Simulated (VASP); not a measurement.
# ZrB2 (P6/mmm) in VASP: a series of runs, part 2 of 2

VASP 6.6.1. The steps go on from the part before.

## Step 3: Relaxation of cell and atoms, RPBE

This run uses another cell than the first one, of 10.44 Å³/atom, 1.019 times its volume.

Contents of INCAR:

```
PREC = Accurate
ENCUT = 600
EDIFF = 1E-7
ISMEAR = 1
SIGMA = 0.1
LREAL = False
LASPH = True
NELM = 80
ALGO = Normal
ISIF = 3
LWAVE = False
LCHARG = False
GGA = RP
IBRION = 2
NSW = 90
EDIFFG = -0.005
```

Contents of KPOINTS:

```
Automatic mesh
0
Gamma
  15 15 10
```

Contents of POSCAR:

```
ZrB2                                    
1.0
    3.1879362363      0.0000000000     -0.0000000000
   -1.5939681182      2.7608337663      0.0000000000
    0.0000000000     -0.0000000000      3.5584588435
  Zr              B             
     1     2
Direct
     0.0000000000000000    1.0000000000000000    0.0000000000000000
     0.3333333332999970    0.6666666667000030    0.5000000000000000
     0.6666666667000030    0.3333333332999970    0.5000000000000000
```

Potentials or basis: VASP PAW PBE potentials, release 64 (Zr_sv, B).

Started as:

```bash
$ cat potpaw_PBE.64/Zr_sv/POTCAR potpaw_PBE.64/B/POTCAR > POTCAR
$ mpirun -np 1 vasp_std > vasp.out
```

Run time: 59 s. Hardware: 1 thread of Intel Xeon Platinum 8488C (Sapphire Rapids), shared host; peak memory 0.22 GiB.

Results (log left out):

```yaml
Free_energy: -23.8822 eV
Pressure_after_relaxing: 0.0 GPa
Band_gap_on_the_k_mesh: none (metal or under the smearing width)
```

Final structure:
```cif
data_structure
_symmetry_space_group_name_H-M 'P 1'
_symmetry_Int_Tables_number 1
_cell_length_a 3.1879
_cell_length_b 3.1879
_cell_length_c 3.5585
_cell_angle_alpha 90.000
_cell_angle_beta 90.000
_cell_angle_gamma 120.000
_cell_volume 31.32
loop_
_atom_site_label
_atom_site_type_symbol
_atom_site_fract_x
_atom_site_fract_y
_atom_site_fract_z
_atom_site_occupancy
Zr1 Zr 0.00000 0.00000 0.00000 1
B1 B 0.33333 0.66667 0.50000 1
B2 B 0.66667 0.33333 0.50000 1
```

Levels at points of the mesh, in eV from the Fermi level:
```csv
k point,band 7,band 8,band 9,band 10,band 11,band 12
"(0.00, 0.00, 0.00)",-2.54,-2.51,-2.34,3.35,3.35,4.13
"(0.00, 0.00, 0.50)",-0.91,-0.91,0.37,0.37,0.81,0.81
```

Caveat: the relaxation stopped at its first step, so nothing moved; the PAW data sets were made with another functional, which shifts forces and pressure a little.

## Step 4: Relaxation of cell and atoms, PBE+D3(BJ)

Contents of INCAR:

```
ALGO = Normal
EDIFF = 1E-6
EDIFFG = -0.01
ENCUT = 600
GGA = PE
IBRION = 2
ISIF = 3
ISMEAR = 1
IVDW = 12
LASPH = T
LCHARG = F
LREAL = F
LWAVE = F
NELM = 80
NSW = 90
PREC = Accurate
SIGMA = 0.1
```

Contents of KPOINTS:

```
k-points
0
Gamma
  15 15 10
```

Contents of POSCAR:

```
ZrB2
1.0
    3.1700000000      0.0000000000      0.0000000000
   -1.5850000000      2.7453005300      0.0000000000
    0.0000000000      0.0000000000      3.5330000000
Zr B
1 2
Direct
    0.0000000000      0.0000000000      0.0000000000
    0.3333333333      0.6666666667      0.5000000000
    0.6666666667      0.3333333333      0.5000000000
```

Potentials or basis: VASP PAW PBE potentials, release 64 (Zr_sv, B).

Started as:

```bash
$ cat potpaw_PBE.64/Zr_sv/POTCAR potpaw_PBE.64/B/POTCAR > POTCAR
$ mpirun -np 1 vasp_std > vasp.out
```

OUTCAR:

```text
EDIFF = 1E-6
   EDIFFG = -0.01
   ENCUT = 600
   GGA = PE
   IBRION = 2
   ISIF = 3
   ISMEAR = 1
   IVDW = 12
   LASPH = T
   LREAL = F
   NELM = 80
   NSW = 90
   PREC = Accurate
 IVDW          = 12

 ion  position               nearest neighbor table
   1  0.000  0.000  0.000-   2 2.54   3 2.54   2 2.54   3 2.54   3 2.54   3 2.54   2 2.54   2 2.54
                             3 2.54   3 2.54   2 2.54   2 2.54
   2  0.333  0.667  0.500-   3 1.83   3 1.83   3 1.83   1 2.54   1 2.54   1 2.54   1 2.54   1 2.54
                             1 2.54
   3  0.667  0.333  0.500-   2 1.83   2 1.83   2 1.83   1 2.54   1 2.54   1 2.54   1 2.54   1 2.54
                             1 2.54

  LATTYP: Found a hexagonal cell.
 ALAT       =     3.1700000000
 C/A-ratio  =     1.1145110410

  Lattice vectors:

 A1 = (   3.1700000000,   0.0000000000,   0.0000000000)
 A2 = (  -1.5850000000,   2.7453005300,   0.0000000000)
 A3 = (   0.0000000000,   0.0000000000,   3.5330000000)

Analysis of symmetry for initial positions (statically):
[... 269 lines left out ...]
  energy without entropy =      -24.96659000  energy(sigma->0) =      -24.96651313

 E-fermi :  10.7311     XC(G=0): -12.5471

 val. band max:       10.6663480078   @ k =   0.0667   0.0667   0.5000
 cond. band min:      10.7598855853   @ k =   0.4000   0.1333   0.0000
 fundamental gap:      0.0935375775
 Fermi energy:        10.7311416977

 k-point     1 :       0.0000    0.0000    0.0000
  band No.  band energies     occupation
      1     -37.7912      2.00000
      2     -15.9947      2.00000
      3     -15.4013      2.00000
      4     -15.4013      2.00000
      5      -2.0633      2.00000
      6       8.1039      2.00000
      7       8.1039      2.00000
      8       8.1358      2.00000
      9       8.4260      2.00000
     10      14.2721      0.00000
     11      14.2721      0.00000
     12      15.0528      0.00000
     13      15.0528      0.00000
[... 354 lines left out ...]
  band No.  band energies     occupation
      1     -37.6530      2.00000
      2     -16.2931      2.00000
      3     -15.8614      2.00000
      4     -15.7900      2.00000
      5       2.3523      2.00000
      6       2.5048      2.00000
      7       5.1893      2.00000
      8       7.3263      2.00000
      9       9.7466      2.00000
     10      10.5310      2.01592
     11      13.5785      0.00000
     12      15.0331      0.00000
     13      17.2915      0.00000

 [... further k-points ...]

------------------------ aborting loop because EDIFF is reached ----------------------------------------

 Edisp (eV)   -1.19656

 E8    (eV) :    -0.5283
[... 26 lines left out ...]
  FREE ENERGIE OF THE ION-ELECTRON SYSTEM (eV)
  ---------------------------------------------------
  free  energy   TOTEN  =       -26.1630374187 eV

  energy  without entropy=      -26.1631527178  energy(sigma->0) =      -26.16307585

 reached required accuracy - stopping structural energy minimisation
```

OSZICAR:

```text
N       E                     dE             d eps       ncg     rms          rms(c)
DAV:   1     0.124789410361E+03    0.12479E+03   -0.10792E+04  4212   0.154E+03
DAV:   2    -0.212515794064E+02   -0.14604E+03   -0.14131E+03  4853   0.358E+02
DAV:   3    -0.275135190158E+02   -0.62619E+01   -0.62098E+01  6868   0.648E+01
[... 26 lines left out ...]
DAV:   4    -0.249652858342E+02   -0.13262E-02   -0.30511E-03  5331   0.449E-01    0.172E-01
DAV:   5    -0.249661942229E+02   -0.90839E-03   -0.24678E-03  6388   0.316E-01    0.149E-01
DAV:   6    -0.249664634932E+02   -0.26927E-03   -0.27499E-04  6973   0.122E-01    0.466E-02
DAV:   7    -0.249664745300E+02   -0.11037E-04   -0.21273E-05  5537   0.460E-02    0.122E-02
DAV:   8    -0.249664746976E+02   -0.16769E-06   -0.11906E-06  3185   0.130E-02
   3 F= -.26163037E+02 E0= -.26163076E+02  d E =-.115167E-01
```

CONTCAR:

```text
ZrB2
   1.00000000000000
     3.1457610493664143    0.0000000000000000    0.0000000000000000
    -1.5728805246832072    2.7243089829901619   -0.0000000000000000
     0.0000000000000000   -0.0000000000000000    3.5093844901038245
  Zr              B
     1     2
Direct
     1.0000000000000000    1.0000000000000000    0.0000000000000000
     0.3333333332999970    0.6666666667000030    0.5000000000000000
     0.6666666667000030    0.3333333332999970    0.5000000000000000

  0.00000000E+00  0.00000000E+00  0.00000000E+00
  0.00000000E+00  0.00000000E+00  0.00000000E+00
  0.00000000E+00  0.00000000E+00  0.00000000E+00
```

It took 82 s on 1 thread of Intel Xeon 6975P-C (Granite Rapids), shared host; peak memory 0.24 GiB.

Results:

* Free energy: -26.1630 eV
* Relaxed volume: 10.03 Å³/atom
* Relaxed cell: a = 3.146 Å, b = 3.146 Å, c = 3.509 Å, α = 90.00°, β = 90.00°, γ = 120.00°
* Space group after relaxing (to 0.05 Å): P6/mmm (No. 191)
* Energy gained by relaxing: 3.8 meV/atom
* Ionic steps: 3
* Pressure after relaxing: 0.0 GPa
* Band gap on the k mesh: none (metal or under the smearing width)
* Dispersion energy per atom: -0.399 eV

Step by step:
| step | energy change (eV) | largest force (eV/Å) | pressure (GPa) | volume (Å³) |
| --- | --- | --- | --- | --- |
| 1 | 0.0000 | 0.0000 | -5.33 | 30.75 |
| 2 | 0.0069 | 0.0000 | 7.33 | 29.25 |
| 3 | -0.0115 | 0.0000 | -0.01 | 30.08 |

Final structure:
```
Zr B
1.0
     3.14576    0.00000    0.00000
    -1.57288    2.72431    0.00000
     0.00000    0.00000    3.50938
Zr B
1 2
Direct
  0.00000 0.00000 0.00000
  0.33333 0.66667 0.50000
  0.66667 0.33333 0.50000
```

Caveat: pairwise dispersion overbinds metals, which lowers pressure and volume.
